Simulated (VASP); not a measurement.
# Nb (Im-3m) in VASP: settings compared

The runs below take Nb through relaxation of cell and atoms, with PBEsol, LDA, PBE, PBE+D3(BJ).

Program: VASP 6.6.1. These are calculated values, not measurements. Logs are shortened: lines on timing, memory, paths and dates and some standing lists are left out, and cuts for length are marked.

## Step 1: Starting point

Symmetry: Im-3m, No. 229, cubic system. Conventional cell: a = 3.318 Å, b = 3.318 Å, c = 3.318 Å, α = 90.00°, β = 90.00°, γ = 90.00°. Nb (site symmetry m-3m) has 8 Nb at 2.87 Å as nearest neighbours.

## Step 2: Relaxation of cell and atoms, PBEsol

Contents of INCAR:

```
PREC = Accurate ; ENCUT = 600
EDIFF = 1E-7 ; ISMEAR = 0
SIGMA = 0.1 ; LREAL = False
LASPH = True ; NELM = 100
ALGO = Normal ; ISIF = 3
LWAVE = False ; LCHARG = False
GGA = PS ; IBRION = 2
NSW = 90 ; EDIFFG = -0.005
```

Contents of KPOINTS:

```
regular mesh
0
Gamma
  18 18 18
```

Contents of POSCAR:

```
Nb
1.0
   -1.6588161900      1.6588161900      1.6588161900
    1.6588161900     -1.6588161900      1.6588161900
    1.6588161900      1.6588161900     -1.6588161900
Nb
1
Direct
    0.0000000000      0.0000000000      0.0000000000
```

Potentials or basis: VASP PAW PBE potentials, release 64 (Nb_sv).

Launch:

```
> cat potpaw_PBE.64/Nb_sv/POTCAR > POTCAR
> mpirun -np 1 vasp_std > vasp.out
```

OUTCAR:

```text
PREC = Accurate
   ENCUT = 600
   EDIFF = 1E-7
   ISMEAR = 0
   LREAL = False
   LASPH = True
   NELM = 100
   ISIF = 3
   GGA = PS
   IBRION = 2
   NSW = 90
   EDIFFG = -0.005

 ion  position               nearest neighbor table
   1  0.000  0.000  0.000-

  LATTYP: Found a body centered cubic cell.
 ALAT       =     3.3176323800

  Lattice vectors:

 A1 = (  -1.6588161900,   1.6588161900,   1.6588161900)
 A2 = (   1.6588161900,  -1.6588161900,   1.6588161900)
 A3 = (   1.6588161900,   1.6588161900,  -1.6588161900)

Analysis of symmetry for initial positions (statically):
=====================================================================
 Subroutine PRICEL returns:
 Original cell was already a primitive cell.

 Routine SETGRP: Setting up the symmetry group for a
 body centered cubic supercell.

 Subroutine GETGRP returns: Found 48 space group operations
 (whereof 48 operations were pure point group operations)
 out of a pool of 48 trial point group operations.

The static configuration has the point symmetry O_h .

Analysis of symmetry for dynamics (positions and initial velocities):
=====================================================================
 Subroutine PRICEL returns:
 Original cell was already a primitive cell.

 Routine SETGRP: Setting up the symmetry group for a
 body centered cubic supercell.

 Subroutine GETGRP returns: Found 48 space group operations
 (whereof 48 operations were pure point group operations)
 out of a pool of 48 trial point group operations.

The dynamic configuration has the point symmetry O_h .

 Subroutine INISYM returns: Found 48 space group operations
 (whereof 48 operations are pure point group operations),
 and found     1 'primitive' translations

----------------------------------------------------------------------------------------

                                     Primitive cell

  volume of cell :      18.2581

  direct lattice vectors                    reciprocal lattice vectors
    -1.658816190  1.658816190  1.658816190     0.000000000  0.301419773  0.301419773
     1.658816190 -1.658816190  1.658816190     0.301419773  0.000000000  0.301419773
     1.658816190  1.658816190 -1.658816190     0.301419773  0.301419773  0.000000000

  length of vectors
     2.873153921  2.873153921  2.873153921     0.426271931  0.426271931  0.426271931

  position of ions in fractional coordinates (direct lattice)
     0.000000000  0.000000000  0.000000000

  ion indices of the primitive-cell ions
   primitive index   ion index
                 1           1

----------------------------------------------------------------------------------------

 KPOINTS: regular mesh

Automatic generation of k-mesh.
 Grid dimensions read from file:
 generate k-points for:   18   18   18

 Generating k-lattice:

  Cartesian coordinates                     Fractional coordinates (reciprocal lattice)
     0.000000000  0.016745543  0.016745543     0.055555556  0.000000000  0.000000000
     0.016745543  0.000000000  0.016745543     0.000000000  0.055555556  0.000000000
     0.016745543  0.016745543  0.000000000     0.000000000  0.000000000  0.055555556

  Length of vectors
     0.023681774  0.023681774  0.023681774

  Shift w.r.t. Gamma in fractional coordinates (k-lattice)
     0.000000000  0.000000000  0.000000000

 Subroutine IBZKPT returns following result:
 ===========================================

 Found    195 irreducible k-points:

 Following reciprocal coordinates:
            Coordinates               Weight
  0.000000  0.000000  0.000000      1.000000
  0.055556  0.000000  0.000000     12.000000
  0.111111  0.000000  0.000000     12.000000
  0.166667  0.000000  0.000000     12.000000
  0.222222  0.000000  0.000000     12.000000
  0.277778  0.000000  0.000000     12.000000
[... 16 lines left out ...]
  0.333333  0.111111  0.000000     48.000000
  0.388889  0.111111  0.000000     48.000000
 [... further k-points ...]
   k-points           NKPTS =    195   k-points in BZ     NKDIM =    195   number of bands    NBANDS=     10
   number of dos      NEDOS =    301   number of ions     NIONS =      1
   total plane-waves  NPLWV =  13824
   dimension x,y,z NGX =    24 NGY =   24 NGZ =   24
   dimension x,y,z NGXF=    48 NGYF=   48 NGZF=   48
   ions per type =               1
   NGX,Y,Z   is equivalent  to a cutoff of  13.89, 13.89, 13.89 a.u.
   NGXF,Y,Z  is equivalent  to a cutoff of  27.77, 27.77, 27.77 a.u.
 SYSTEM =  unknown system
   PREC   = accura    normal or accurate (medium, high low for compatibility)
   ISTART =      0    job   : 0-new  1-cont  2-samecut
   ICHARG =      2    charge: 1-file 2-atom 10-const
   ISPIN  =      1    spin polarized calculation?
   LNONCOLLINEAR =      F non collinear calculations
   LSORBIT =      F    spin-orbit coupling
   LASPH  =      T    aspherical Exc in radial PAW
   ENCUT  =  600.0 eV  44.10 Ry    6.64 a.u.   5.74  5.74  5.74*2*pi/ulx,y,z
   NELM   =    100;   NELMIN=  2; NELMDL= -5     # of ELM steps
   EDIFF  = 0.1E-06   stopping-criterion for ELM
   LREAL  =      F    real-space projection
   EDIFFG = -.5E-02   stopping-criterion for IOM
   NSW    =     90    number of steps for IOM
   IBRION =      2    ionic relax: 0-MD 1-quasi-New 2-CG
   NFREE  =      1    steps in history (QN), initial steepest desc. (CG)
   ISIF   =      3    stress and relaxation
   ISYM   =      2    0-nonsym 1-usesym 2-fastsym
   POTIM  = 0.5000    time-step for ionic-motion
   TEBEG  =    0.0;   TEEND  =   0.0 temperature during run
   PSTRESS=    0.0 pullay stress
   NELECT =      13.0000    total number of electrons
   NUPDOWN=      -1.0000    fix difference up-down
   EMIN   =  10.00;   EMAX   =-10.00  energy-range for DOS
   EFERMI =   0.00;   METHOD = LEGACY
   ISMEAR =     0;   SIGMA  =   0.10  broadening in eV -4-tet -1-fermi 0-gaus
   EFERMI_NEDOS =   21; number of points for ismear=-14 and -15
   IALGO  =     38    algorithm
   IMIX   =      4    mixing-type and parameters
     AMIX     =   0.40;   BMIX     =  1.00
     AMIX_MAG =   1.60;   BMIX_MAG =  1.00
  volume/ion in A,a.u.               =      18.26       123.21
  Fermi-wavevector in a.u.,A,eV,Ry     =   1.461855  2.762506 29.075930  2.137021
  Thomas-Fermi vector in A             =   2.578137
   LORBIT       =      0    0 simple, 1 ext, 2 COOP (PROOUT), +10 PAW based schemes
   GGA     = PS    functional components
   LHFCALC =     F    Hartree Fock is set to
   AEXX    =    0.0000 exact exchange contribution
   IVDW    =     0    specifies the selected vdW correction
   LEPSILON=     F    determine dielectric tensor
   LRPA    =     F    only Hartree local field effects (RPA)
 conjugate gradient relaxation of ions
 non-spin polarized calculation
 Gauss-broadening in eV      SIGMA  =   0.10
  energy-cutoff  :      600.00
  volume of cell :       18.26
 maximum number of plane-waves:       623
   NGX = 11   NGY = 11   NGZ = 11

--------------------------------------- Ionic step        1  -------------------------------------------

 number of electron      12.9999999 magnetization

 Free energy of the ion-electron system (eV)
  ---------------------------------------------------
  ext. energy  EPLUGINS =         0.00000000
  ---------------------------------------------------
  free energy    TOTEN  =       -10.93871752 eV

  energy without entropy =      -10.93029244  energy(sigma->0) =      -10.93450498

------------------------ aborting loop because EDIFF is reached ----------------------------------------

  FORCE on cell =-STRESS in cart. coord.  units (eV):
  Direction    XX          YY          ZZ          XY          YZ          ZX
  --------------------------------------------------------------------------------------
  -------------------------------------------------------------------------------------
  Total       -0.8116813     -0.8116813     -0.8116813      0.0000000      0.0000000      0.0000000
  in kB      -71.2264584    -71.2264584    -71.2264584      0.0000000      0.0000000      0.0000000
  external PRESSURE =     -71.2264584 kB  Pullay stress =       0.0000000 kB
[... 90 lines left out ...]
  energy  without entropy=      -10.9482852486  energy(sigma->0) =      -10.95221695

--------------------------------------- Ionic step        4  -------------------------------------------

 number of electron      13.0000001 magnetization

 Free energy of the ion-electron system (eV)
  ---------------------------------------------------
  ext. energy  EPLUGINS =         0.00000000
  ---------------------------------------------------
  free energy    TOTEN  =       -10.95615990 eV

  energy without entropy =      -10.94831103  energy(sigma->0) =      -10.95223547

 E-fermi :  11.4351     XC(G=0): -12.7801

 val. band max:       11.4344165051   @ k =   0.2778   0.1111   0.0556
 cond. band min:      11.4386868513   @ k =   0.3333   0.1667   0.1667
 fundamental gap:      0.0042703462
 Fermi energy:        11.4351128494

 k-point     1 :       0.0000    0.0000    0.0000
  band No.  band energies     occupation
      1     -42.7861      2.00000
      2     -18.0360      2.00000
      3     -18.0360      2.00000
      4     -18.0360      2.00000
      5       5.4252      2.00000
      6      11.8063      0.00000
      7      11.8063      0.00000
      8      11.8063      0.00000
      9      14.8138      0.00000
     10      14.8138      0.00000
[... 287 lines left out ...]
 k-point    24 :       0.3889    0.1111    0.0000
  band No.  band energies     occupation
      1     -42.5079      2.00000
      2     -19.4402      2.00000
      3     -18.5494      2.00000
      4     -18.1160      2.00000
      5       7.9941      2.00000
      6       9.8407      2.00000
      7      12.6462      0.00000
      8      14.7119      0.00000
      9      15.8490      0.00000
     10      18.4605      0.00000

 [... further k-points ...]
[... 5 lines left out ...]
  --------------------------------------------------------------------------------------
  -------------------------------------------------------------------------------------
  Total       -0.0012575     -0.0012575     -0.0012575     -0.0000000     -0.0000000     -0.0000000
  in kB       -0.1151296     -0.1151296     -0.1151296     -0.0000000     -0.0000000     -0.0000000
  external PRESSURE =      -0.1151296 kB  Pullay stress =       0.0000000 kB
[... 16 lines left out ...]
  FREE ENERGIE OF THE ION-ELECTRON SYSTEM (eV)
  ---------------------------------------------------
  free  energy   TOTEN  =       -10.9561599032 eV

  energy  without entropy=      -10.9483110322  energy(sigma->0) =      -10.95223547

 reached required accuracy - stopping structural energy minimisation
```

Wall time 39 s (1 thread of Intel Xeon 6975P-C (Granite Rapids), shared host); peak memory 0.18 GiB.

What came out:

* Free energy: -10.9562 eV
* Relaxed volume: 17.50 Å³/atom
* Relaxed cell: a = 2.833 Å, b = 2.833 Å, c = 2.833 Å, α = 109.47°, β = 109.47°, γ = 109.47°
* Space group after relaxing (to 0.05 Å): Im-3m (No. 229)
* Energy gained by relaxing: 17.4 meV/atom
* Ionic steps: 4
* Pressure after relaxing: 0.0 GPa
* Band gap on the k mesh: none (metal or under the smearing width)

Step by step:
```csv
step,energy change (eV),largest force (eV/Å),pressure (GPa),volume (Å³)
1,0.0000,0.0000,-7.12,18.26
2,0.0437,0.0000,15.94,16.20
3,-0.0174,0.0000,-0.19,17.52
4,-0.0174,0.0000,-0.01,17.50
```

Final structure:
```yaml
crystal:
  lattice:
    - [-1.63551, 1.63551, 1.63551]
    - [1.63551, -1.63551, 1.63551]
    - [1.63551, 1.63551, -1.63551]
  atoms:
    - { symbol: Nb, position: [0.00000, 0.00000, 0.00000] }
```

Caveat: the PAW data sets were made with another functional, which shifts forces and pressure a little.

## Step 3: Relaxation of cell and atoms, LDA

Changes to INCAR since step 2:

```diff
@@ -6,3 +6,3 @@
 LWAVE = False ; LCHARG = False
-GGA = PS ; IBRION = 2
+GGA = CA ; IBRION = 2
 NSW = 90 ; EDIFFG = -0.005
```

KPOINTS is that of step 2.

POSCAR is that of step 2.

Potentials or basis: VASP PAW LDA potentials, release 64 (Nb_sv).

Launch:

```
> cat potpaw_LDA.64/Nb_sv/POTCAR > POTCAR
> mpirun -np 1 vasp_std > vasp.out
```

OUTCAR:

```text
PREC = Accurate
   ENCUT = 600
   EDIFF = 1E-7
   ISMEAR = 0
   LREAL = False
   LASPH = True
   NELM = 100
   ISIF = 3
   GGA = CA
   IBRION = 2
   NSW = 90
   EDIFFG = -0.005

 ion  position               nearest neighbor table
   1  0.000  0.000  0.000-

  LATTYP: Found a body centered cubic cell.
 ALAT       =     3.3176323800

  Lattice vectors:

 A1 = (  -1.6588161900,   1.6588161900,   1.6588161900)
 A2 = (   1.6588161900,  -1.6588161900,   1.6588161900)
 A3 = (   1.6588161900,   1.6588161900,  -1.6588161900)

Analysis of symmetry for initial positions (statically):
=====================================================================
 Subroutine PRICEL returns:
[... 391 lines left out ...]

 E-fermi :  11.7152     XC(G=0): -12.9787

 val. band max:       11.7137848208   @ k =  -0.1111   0.1667   0.0556
 cond. band min:      11.7184465870   @ k =   0.1111   0.0000   0.0000
 fundamental gap:      0.0046617662
 Fermi energy:        11.7152402735

 k-point     1 :       0.0000    0.0000    0.0000
  band No.  band energies     occupation
      1     -42.2939      2.00000
      2     -17.6220      2.00000
      3     -17.6220      2.00000
      4     -17.6220      2.00000
      5       5.7090      2.00000
      6      12.0397      0.00000
      7      12.0397      0.00000
      8      12.0397      0.00000
      9      15.1151      0.00000
     10      15.1151      0.00000
[... 287 lines left out ...]
 k-point    24 :       0.3889    0.1111    0.0000
  band No.  band energies     occupation
      1     -41.9858      2.00000
      2     -19.1335      2.00000
      3     -18.1736      2.00000
      4     -17.7092      2.00000
      5       8.1898      2.00000
      6      10.0328      2.00000
      7      13.0195      0.00000
      8      15.0241      0.00000
      9      16.2026      0.00000
     10      18.9127      0.00000

 [... further k-points ...]
[... 5 lines left out ...]
  --------------------------------------------------------------------------------------
  -------------------------------------------------------------------------------------
  Total       -0.0003740     -0.0003740     -0.0003740      0.0000000     -0.0000000     -0.0000000
  in kB       -0.0350069     -0.0350069     -0.0350069      0.0000000     -0.0000000     -0.0000000
  external PRESSURE =      -0.0350069 kB  Pullay stress =       0.0000000 kB
[... 16 lines left out ...]
  FREE ENERGIE OF THE ION-ELECTRON SYSTEM (eV)
  ---------------------------------------------------
  free  energy   TOTEN  =       -11.2594317827 eV

  energy  without entropy=      -11.2517860353  energy(sigma->0) =      -11.25560891

 reached required accuracy - stopping structural energy minimisation
```

OSZICAR:

```text
N       E                     dE             d eps       ncg     rms          rms(c)
DAV:   1     0.136989199516E+03    0.13699E+03   -0.80022E+03  3908   0.145E+03
DAV:   2    -0.429729146494E+01   -0.14129E+03   -0.13766E+03  4292   0.504E+02
DAV:   3    -0.113219209193E+02   -0.70246E+01   -0.66490E+01  6096   0.965E+01
[... 63 lines left out ...]
DAV:   2    -0.112594519379E+02    0.32798E-03   -0.80409E-04  6006   0.445E-01    0.418E-02
DAV:   3    -0.112594175323E+02    0.34406E-04   -0.25435E-04  6080   0.196E-01    0.252E-02
DAV:   4    -0.112594251410E+02   -0.76087E-05   -0.93505E-06  5082   0.331E-02    0.139E-02
DAV:   5    -0.112594318694E+02   -0.67284E-05   -0.21161E-05  6968   0.366E-02    0.552E-03
DAV:   6    -0.112594317827E+02    0.86690E-07   -0.36299E-07  3552   0.855E-03
   7 F= -.11259432E+02 E0= -.11255609E+02  d E =-.106764E-04
```

CONTCAR:

```text
Nb
   1.00000000000000
    -1.6235560942438605    1.6235560942438605    1.6235560942438605
     1.6235560942438605   -1.6235560942438605    1.6235560942438605
     1.6235560942438605    1.6235560942438605   -1.6235560942438605
  Nb
     1
Direct
     0.0000000000000000    0.0000000000000000    0.0000000000000000

  0.00000000E+00  0.00000000E+00  0.00000000E+00
```

It took 54 s on 1 thread of Intel Xeon 6975P-C (Granite Rapids), shared host; peak memory 0.18 GiB.

What came out:

* Free energy: -11.2594 eV
* Relaxed volume: 17.12 Å³/atom
* Relaxed cell: a = 2.812 Å, b = 2.812 Å, c = 2.812 Å, α = 109.47°, β = 109.47°, γ = 109.47°
* Space group after relaxing (to 0.05 Å): Im-3m (No. 229)
* Energy gained by relaxing: 40.4 meV/atom
* Ionic steps: 7
* Pressure after relaxing: 0.0 GPa
* Band gap on the k mesh: none (metal or under the smearing width)

Step by step:
| step | energy change (eV) | largest force (eV/Å) | pressure (GPa) | volume (Å³) |
| --- | --- | --- | --- | --- |
| 1 | 0.0000 | 0.0000 | -10.84 | 18.26 |
| 2 | 0.1130 | 0.0000 | 27.93 | 15.18 |
| 3 | -0.0403 | 0.0000 | -0.43 | 17.16 |
| 4 | -0.0404 | 0.0000 | -0.05 | 17.12 |
| 5 | -0.0404 | 0.0000 | 0.19 | 17.10 |
| 6 | -0.0403 | 0.0000 | -0.29 | 17.14 |
| 7 | -0.0404 | 0.0000 | 0.00 | 17.12 |

Final structure:
```
CELL_PARAMETERS angstrom
-1.62356 1.62356 1.62356
1.62356 -1.62356 1.62356
1.62356 1.62356 -1.62356
ATOMIC_POSITIONS crystal
Nb 0.00000 0.00000 0.00000
```

Levels at points of the mesh, in eV from the Fermi level:
```tsv
k point	band 3	band 4	band 5	band 6	band 7	band 8	band 9	band 10
(0.00, 0.00, 0.00)	-29.34	-29.34	-6.01	0.32	0.32	0.32	3.40	3.40
(0.50, 0.00, 0.00)	-29.84	-29.36	-3.95	-1.84	2.61	3.47	4.19	6.82
(0.50, 0.50, 0.50)	-30.43	-30.43	-4.04	-4.04	5.98	5.98	5.98	9.52
```

## Step 4: Relaxation of cell and atoms, PBE

Changes to INCAR since step 3:

```diff
@@ -6,3 +6,3 @@
 LWAVE = False ; LCHARG = False
-GGA = CA ; IBRION = 2
+GGA = PE ; IBRION = 2
 NSW = 90 ; EDIFFG = -0.005
```

KPOINTS is that of step 3.

POSCAR is that of step 3.

Potentials or basis: VASP PAW PBE potentials, release 64 (Nb_sv).

Launch:

```
> cat potpaw_PBE.64/Nb_sv/POTCAR > POTCAR
> mpirun -np 1 vasp_std > vasp.out
```

Wall time 30 s (1 thread of Intel Xeon 6975P-C (Granite Rapids), shared host); peak memory 0.17 GiB.

It converged, with:

| Quantity | Value |
| --- | --- |
| Free energy | -10.2198 eV |
| Relaxed volume | 18.12 Å³/atom |
| Relaxed cell | a = 2.866 Å, b = 2.866 Å, c = 2.866 Å, α = 109.47°, β = 109.47°, γ = 109.47° |
| Space group after relaxing (to 0.05 Å) | Im-3m (No. 229) |
| Energy gained by relaxing | 0.6 meV/atom |
| Ionic steps | 3 |
| Pressure after relaxing | 0.0 GPa |
| Band gap on the k mesh | none (metal or under the smearing width) |

Step by step:
```csv
step,energy change (eV),largest force (eV/Å),pressure (GPa),volume (Å³)
1,0.0000,0.0000,-1.27,18.26
2,0.0012,0.0000,2.34,17.88
3,-0.0006,0.0000,0.00,18.12
```

Final structure:
```yaml
crystal:
  lattice:
    - [-1.65460, 1.65460, 1.65460]
    - [1.65460, -1.65460, 1.65460]
    - [1.65460, 1.65460, -1.65460]
  atoms:
    - { symbol: Nb, position: [0.00000, 0.00000, 0.00000] }
```

Levels at points of the mesh, in eV from the Fermi level:
| k point | band 4 | band 5 | band 6 | band 7 | band 8 | band 9 |
| --- | --- | --- | --- | --- | --- | --- |
| (0.00, 0.00, 0.00) | -29.67 | -5.92 | 0.39 | 0.39 | 0.39 | 3.28 |
| (0.50, 0.00, 0.00) | -29.68 | -3.68 | -1.62 | 2.27 | 3.30 | 3.98 |
| (0.50, 0.50, 0.50) | -30.58 | -3.67 | -3.67 | 5.58 | 5.58 | 5.58 |

(Part 1 of 2 ends here.)
